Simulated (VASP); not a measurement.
# WS2 (R3m) in VASP: a series of runs

Runs on WS2. Level: r2SCAN. Tasks: single point.

All numbers are computed with VASP 6.6.1; they aren't measurements. Logs are shortened: lines on timing, memory, paths and dates and some standing lists are left out, and cuts for length are marked.

## (1) The crystal as given

Symmetry: R3m, No. 160, trigonal system. Conventional cell: a = 3.158 Å, b = 3.158 Å, c = 18.490 Å, α = 90.00°, β = 90.00°, γ = 120.00°. W (site symmetry 3m) is surrounded by 6 S at 2.39 to 2.42 Å. Around S (site symmetry 3m) lie 3 W at 2.42 Å. Around S (site symmetry 3m) lie 3 W at 2.39 Å.

Measurements of this composition are mostly on another form, of space group No. 194.

## (2) Single point, r2SCAN

File INCAR:

```
  ADDGRID = F
  ALGO = Normal
  EDIFF = 1E-6
  ENCUT = 400
  ISIF = 2
  ISMEAR = 0
  LASPH = T
  LCHARG = F
  LMIXTAU = T
  LREAL = F
  LWAVE = F
  METAGGA = R2SCAN
  NELM = 100
  PREC = Accurate
  SIGMA = 0.2
```

File KPOINTS:

```
k-points
0
Gamma
  5 5 5
```

File POSCAR:

```
WS2
1.0
    1.5790000000      0.9116360751      6.1633333333
   -1.5790000000      0.9116360751      6.1633333333
    0.0000000000     -1.8232721501      6.1633333333
W S
1 2
Direct
    0.0000000000      0.0000000000      0.0000000000
    0.5810000000      0.5810000000      0.5810000000
    0.7503000000      0.7503000000      0.7503000000
```

Potentials or basis: VASP PAW PBE potentials, release 64 (W_sv, S).

On the command line:

```
$ cat potpaw_PBE.64/W_sv/POTCAR potpaw_PBE.64/S/POTCAR > POTCAR
$ mpirun -np 1 vasp_std > vasp.out
```

OUTCAR:

```text
EDIFF = 1E-6
   ENCUT = 400
   ISIF = 2
   ISMEAR = 0
   LASPH = T
   LREAL = F
   METAGGA = R2SCAN
   NELM = 100
   PREC = Accurate

 Found     19 irreducible k-points:

 Following reciprocal coordinates:
            Coordinates               Weight
  0.000000  0.000000  0.000000      1.000000
  0.200000 -0.000000  0.000000      6.000000
  0.400000  0.000000 -0.000000      6.000000
  0.200000  0.200000  0.000000      6.000000
  0.400000  0.200000  0.000000     12.000000
 -0.400000  0.200000  0.000000     12.000000
   k-points           NKPTS =     19   k-points in BZ     NKDIM =     19   number of bands    NBANDS=     17
   number of dos      NEDOS =    301   number of ions     NIONS =      3
   total plane-waves  NPLWV =  74088
   dimension x,y,z NGX =    42 NGY =   42 NGZ =   42
   dimension x,y,z NGXF=    84 NGYF=   84 NGZF=   84
   ions per type =               1   2
   NGX,Y,Z   is equivalent  to a cutoff of  10.86, 10.86, 10.86 a.u.
   NGXF,Y,Z  is equivalent  to a cutoff of  21.73, 21.73, 21.73 a.u.
 SYSTEM =  unknown system
   PREC   = accura    normal or accurate (medium, high low for compatibility)
   ISTART =      0    job   : 0-new  1-cont  2-samecut
   ICHARG =      2    charge: 1-file 2-atom 10-const
   ISPIN  =      1    spin polarized calculation?
   LNONCOLLINEAR =      F non collinear calculations
   LSORBIT =      F    spin-orbit coupling
   LASPH  =      T    aspherical Exc in radial PAW
   ENCUT  =  400.0 eV  29.40 Ry    5.42 a.u.  10.48 10.48 10.48*2*pi/ulx,y,z
   NELM   =    100;   NELMIN=  2; NELMDL= -5     # of ELM steps
   EDIFF  = 0.1E-05   stopping-criterion for ELM
   LREAL  =      F    real-space projection
   EDIFFG = 0.1E-04   stopping-criterion for IOM
   NSW    =      0    number of steps for IOM
   IBRION =     -1    ionic relax: 0-MD 1-quasi-New 2-CG
   NFREE  =      0    steps in history (QN), initial steepest desc. (CG)
   ISIF   =      2    stress and relaxation
   ISYM   =      2    0-nonsym 1-usesym 2-fastsym
   POTIM  = 0.5000    time-step for ionic-motion
   TEBEG  =    0.0;   TEEND  =   0.0 temperature during run
   PSTRESS=    0.0 pullay stress
   NELECT =      26.0000    total number of electrons
   NUPDOWN=      -1.0000    fix difference up-down
   EMIN   =  10.00;   EMAX   =-10.00  energy-range for DOS
   EFERMI =   0.00;   METHOD = LEGACY
   ISMEAR =     0;   SIGMA  =   0.20  broadening in eV -4-tet -1-fermi 0-gaus
   EFERMI_NEDOS =   21; number of points for ismear=-14 and -15
   IALGO  =     38    algorithm
   IMIX   =      4    mixing-type and parameters
     AMIX     =   0.40;   BMIX     =  1.00
     AMIX_MAG =   1.60;   BMIX_MAG =  1.00
  volume/ion in A,a.u.               =      17.74       119.74
  Fermi-wavevector in a.u.,A,eV,Ry     =   1.289266  2.436359 22.615687  1.662206
  Thomas-Fermi vector in A             =   2.421169
   LORBIT       =      0    0 simple, 1 ext, 2 COOP (PROOUT), +10 PAW based schemes
   METAGGA = R2SCAN    functional components
   LHFCALC =     F    Hartree Fock is set to
   AEXX    =    0.0000 exact exchange contribution
   IVDW    =     0    specifies the selected vdW correction
   LEPSILON=     F    determine dielectric tensor
   LRPA    =     F    only Hartree local field effects (RPA)
 non-spin polarized calculation
 Gauss-broadening in eV      SIGMA  =   0.20
  energy-cutoff  :      400.00
  volume of cell :       53.23
 maximum number of plane-waves:       974
 NGX is ok and might be reduce to    42
   NGX = 21   NGY = 21   NGZ = 21

 number of electron      26.0000002 magnetization

 Free energy of the ion-electron system (eV)
  ---------------------------------------------------
  ext. energy  EPLUGINS =         0.00000000
  ---------------------------------------------------
  free energy    TOTEN  =       -70.04718890 eV

  energy without entropy =      -70.04718848  energy(sigma->0) =      -70.04718869

 E-fermi :   7.9253     XC(G=0): -11.6650

 val. band max:        7.3225042859   @ k =   0.4000   0.4000   0.4000
 cond. band min:       8.5619276716   @ k =  -0.2000   0.2000   0.0000
 fundamental gap:      1.2394233857
 Fermi energy:         7.9252990504

 k-point     1 :       0.0000    0.0000    0.0000
  band No.  band energies     occupation
      1     -69.2533      2.00000
      2     -32.8616      2.00000
      3     -32.6799      2.00000
      4     -32.6799      2.00000
      5      -9.0326      2.00000
      6      -6.9638      2.00000
[... 9 lines left out ...]
     16      10.0424      0.00000
     17      10.0424      0.00000

 k-point     2 :       0.2000   -0.0000    0.0000
  band No.  band energies     occupation
      1     -69.2459      2.00000
      2     -32.8363      2.00000
      3     -32.8157      2.00000
      4     -32.7114      2.00000
      5      -8.3589      2.00000
      6      -6.7727      2.00000
[... 9 lines left out ...]
     16      10.1588      0.00000
     17      10.6738      0.00000

 k-point     3 :       0.4000    0.0000   -0.0000
  band No.  band energies     occupation
      1     -69.2340      2.00000
      2     -33.0294      2.00000
      3     -32.7950      2.00000
      4     -32.7620      2.00000
      5      -6.9919      2.00000
      6      -6.4014      2.00000
[... 9 lines left out ...]
     16      11.2060      0.00000
     17      11.3844      0.00000

 k-point     4 :       0.2000    0.2000    0.0000
  band No.  band energies     occupation
      1     -69.2459      2.00000
      2     -32.8363      2.00000
      3     -32.8157      2.00000
      4     -32.7114      2.00000
      5      -8.3351      2.00000
      6      -6.8158      2.00000
[... 9 lines left out ...]
     16      10.1694      0.00000
     17      10.7829      0.00000

 k-point     5 :       0.4000    0.2000    0.0000
  band No.  band energies     occupation
      1     -69.2363      2.00000
      2     -32.9548      2.00000
      3     -32.8029      2.00000
      4     -32.7879      2.00000
      5      -7.2674      2.00000
      6      -6.5179      2.00000
[... 9 lines left out ...]
     16      10.3956      0.00000
     17      11.9219      0.00000

 k-point     6 :      -0.4000    0.2000    0.0000
  band No.  band energies     occupation
      1     -69.2303      2.00000
      2     -33.0207      2.00000
      3     -32.8537      2.00000
      4     -32.7822      2.00000
      5      -6.4744      2.00000
      6      -6.2379      2.00000
[... 9 lines left out ...]
     16      10.5826      0.00000
     17      12.2163      0.00000

 [... further k-points ...]
[... 5 lines left out ...]
  --------------------------------------------------------------------------------------
  -------------------------------------------------------------------------------------
  Total        1.0494290      1.0494290      0.6456918     -0.0000000      0.0000000      0.0000000
  in kB       31.5858885     31.5858885     19.4341388     -0.0000000      0.0000000      0.0000000
  external PRESSURE =      27.5353053 kB  Pullay stress =       0.0000000 kB

 VOLUME and BASIS-vectors are now :
 -----------------------------------------------------------------------------
  energy-cutoff  :      400.00
  volume of cell :       53.23
      direct lattice vectors                 reciprocal lattice vectors
     1.579000000  0.911636075  6.163333333     0.316656111  0.182821491  0.054083288
    -1.579000000  0.911636075  6.163333333    -0.316656111  0.182821491  0.054083288
     0.000000000 -1.823272150  6.163333333     0.000000000 -0.365642982  0.054083288

 POSITION                                       TOTAL-FORCE (eV/Angst)
 -----------------------------------------------------------------------------------
      0.00000      0.00000      0.00000         0.000000     -0.000000     -0.618185
      0.00000      0.00000     10.74269         0.000000      0.000000      0.341306
      0.00000      0.00000     13.87305         0.000000      0.000000      0.276879
 -----------------------------------------------------------------------------------
    total drift:                                0.000000     -0.000000     -0.000046

  FREE ENERGIE OF THE ION-ELECTRON SYSTEM (eV)
  ---------------------------------------------------
  free  energy   TOTEN  =       -70.0471889033 eV

  energy  without entropy=      -70.0471884830  energy(sigma->0) =      -70.04718869
```

OSZICAR:

```text
N       E                     dE             d eps       ncg     rms          rms(c)
DAV:   1     0.124309770257E+03    0.12431E+03   -0.11785E+04   646   0.129E+03
DAV:   2    -0.698936029177E+02   -0.19420E+03   -0.19086E+03   830   0.350E+02
DAV:   3    -0.774376338985E+02   -0.75440E+01   -0.73546E+01   825   0.678E+01
DAV:   4    -0.775344386624E+02   -0.96805E-01   -0.96666E-01   846   0.814E+00
DAV:   5    -0.775359994827E+02   -0.15608E-02   -0.15607E-02   828   0.105E+00    0.289E+01
DAV:   6    -0.720730174767E+02    0.54630E+01   -0.68804E+00   725   0.259E+01    0.111E+01
DAV:   7    -0.694923282980E+02    0.25807E+01   -0.21220E+00   741   0.928E+00    0.424E+00
DAV:   8    -0.700193214277E+02   -0.52699E+00   -0.88187E-01   655   0.675E+00    0.289E+00
DAV:   9    -0.700427254829E+02   -0.23404E-01   -0.90304E-02   662   0.214E+00    0.490E-01
DAV:  10    -0.700417737469E+02    0.95174E-03   -0.28413E-02   659   0.130E+00    0.345E-01
DAV:  11    -0.700464974097E+02   -0.47237E-02   -0.48929E-03   661   0.623E-01    0.989E-02
DAV:  12    -0.700470590529E+02   -0.56164E-03   -0.10855E-03   746   0.289E-01    0.560E-02
DAV:  13    -0.700467972124E+02    0.26184E-03   -0.72873E-04   669   0.230E-01    0.454E-02
DAV:  14    -0.700471765554E+02   -0.37934E-03   -0.43185E-04   649   0.171E-01    0.161E-02
DAV:  15    -0.700471876752E+02   -0.11120E-04   -0.10130E-05   753   0.279E-02    0.327E-03
DAV:  16    -0.700471888531E+02   -0.11779E-05   -0.11342E-06   357   0.101E-02    0.461E-03
DAV:  17    -0.700471889033E+02   -0.50215E-07   -0.39230E-07   326   0.590E-03
   1 F= -.70047189E+02 E0= -.70047189E+02  d E =-.420255E-06
```

stdout:

```text
POSCAR found type information on POSCAR W S
 POSCAR found :  2 types and       3 ions
 scaLAPACK will be used
 -----------------------------------------------------------------------------
|                                                                             |
|                                                                             |
|     You enforced a specific xc type in the INCAR file but a different       |
|     I HOPE YOU KNOW WHAT YOU ARE DOING!                                     |
|                                                                             |
 -----------------------------------------------------------------------------

 LDA part: xc-table for (None), standard interpolation
 POSCAR, INCAR and KPOINTS ok, starting setup
 FFT: planning ... GRIDC
 FFT: planning ... GRID_SOFT
 FFT: planning ... GRID
 WAVECAR not read
 entering main loop
```

Wall time 2.5 min (1 thread of Intel Xeon Platinum 8488C (Sapphire Rapids), shared host); peak memory 0.28 GiB.

The run converged, but some of its settings lie outside the range that counts as converged, so its numbers aren't taken as properties of the crystal.

Results:

```
Free energy            : -70.0472 eV
Pressure               : 2.8 GPa
Largest force          : 0.618 eV/Å
Band gap on the k mesh : 1.24 eV, indirect (least direct gap 2.48 eV)
```

Caveat: the k mesh is coarse (spacing up to 0.46 Å⁻¹), so the values aren't converged; the PAW data sets were made with another functional, which shifts forces and pressure a little; spin-orbit coupling is left out, which moves the levels of the heavy elements; an odd mesh through Γ misses points on the zone boundary, where band edges often lie.

## (3) Single point, r2SCAN

Changes to INCAR since step 2:

```diff
@@ -14,2 +14,2 @@
   PREC = Accurate
-  SIGMA = 0.2
+  SIGMA = 0.1
```

KPOINTS is that of step 2.

POSCAR is that of step 2.

Potentials or basis: VASP PAW PBE potentials, release 64 (W_sv, S).

On the command line:

```
$ cat potpaw_PBE.64/W_sv/POTCAR potpaw_PBE.64/S/POTCAR > POTCAR
$ mpirun -np 1 vasp_std > vasp.out
```

Run time: 2.2 min. Hardware: 1 thread of Intel Xeon Platinum 8488C (Sapphire Rapids), shared host; peak memory 0.28 GiB.

The run converged, but some of its settings lie outside the range that counts as converged, so its numbers aren't taken as properties of the crystal.

What came out:

```yaml
Free_energy: -70.0472 eV
Pressure: 2.8 GPa
Largest_force: 0.618 eV/Å
Band_gap_on_the_k_mesh: 1.24 eV, indirect (least direct gap 2.48 eV)
```

Caveat: the k mesh is coarse (spacing up to 0.46 Å⁻¹), so the values aren't converged; the PAW data sets were made with another functional, which shifts forces and pressure a little; spin-orbit coupling is left out, which moves the levels of the heavy elements; an odd mesh through Γ misses points on the zone boundary, where band edges often lie.

## (4) Single point, r2SCAN

Changes to INCAR since step 3:

```diff
@@ -14,2 +14,2 @@
   PREC = Accurate
-  SIGMA = 0.1
+  SIGMA = 0.01
```

KPOINTS is that of step 3.

POSCAR is that of step 3.

On the command line:

```
$ cat potpaw_PBE.64/W_sv/POTCAR potpaw_PBE.64/S/POTCAR > POTCAR
$ mpirun -np 1 vasp_std > vasp.out
```

It took 2.1 min on 1 thread of Intel Xeon Platinum 8488C (Sapphire Rapids), shared host; peak memory 0.28 GiB.

The run converged, but some of its settings lie outside the range that counts as converged, so its numbers aren't taken as properties of the crystal.

What came out:

- Free energy: -70.0472 eV
- Pressure: 2.8 GPa
- Largest force: 0.618 eV/Å
- Band gap on the k mesh: 1.24 eV, indirect (least direct gap 2.48 eV)

Caveat: the k mesh is coarse (spacing up to 0.46 Å⁻¹), so the values aren't converged; the PAW data sets were made with another functional, which shifts forces and pressure a little; spin-orbit coupling is left out, which moves the levels of the heavy elements; an odd mesh through Γ misses points on the zone boundary, where band edges often lie.
